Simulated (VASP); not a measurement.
## Pt: equation of state with PBE+D3(BJ)

Pt:

```
Pt
1.0
     0.00000    1.96363    1.96363
     1.96363    0.00000    1.96363
     1.96363    1.96363    0.00000
Pt
1
Direct
  0.00000 0.00000 0.00000
```

```json
{
  "Program": "VASP 6.6.1",
  "Task": "equation of state",
  "Functional": "PBE",
  "Dispersion": "D3(BJ)",
  "Potentials or basis": "VASP PAW PBE potentials, release 64 (Pt)",
  "Cutoff": "520 eV",
  "k mesh": "10 × 10 × 10",
  "Occupations": "fermi-dirac, width 0.05 eV",
  "Spin": "no spin polarisation",
  "Ladder": "gaps",
  "Further INCAR settings": "ALGO = Normal; EDIFF = 1e-06"
}
```

```json
{
  "Equilibrium volume": "15.15 Å³/atom",
  "Bulk modulus": "277 GPa",
  "Pressure derivative of the bulk modulus": "5.5 (rough: it moves with the points fitted)"
}
```

Energy against volume, from the lowest point:
```
volume (Å³/atom)  energy (meV/atom)
          14.537              23.15
          14.840               5.60
          15.143               0.00
          15.446               4.92
          15.749              19.06
```

All runs of the series together: 24 s on 1 thread of Intel(R) Xeon(R) Platinum 8488C (Sapphire Rapids), with other jobs on the host.

Spin-orbit coupling is left out, which matters for the levels of Pt.
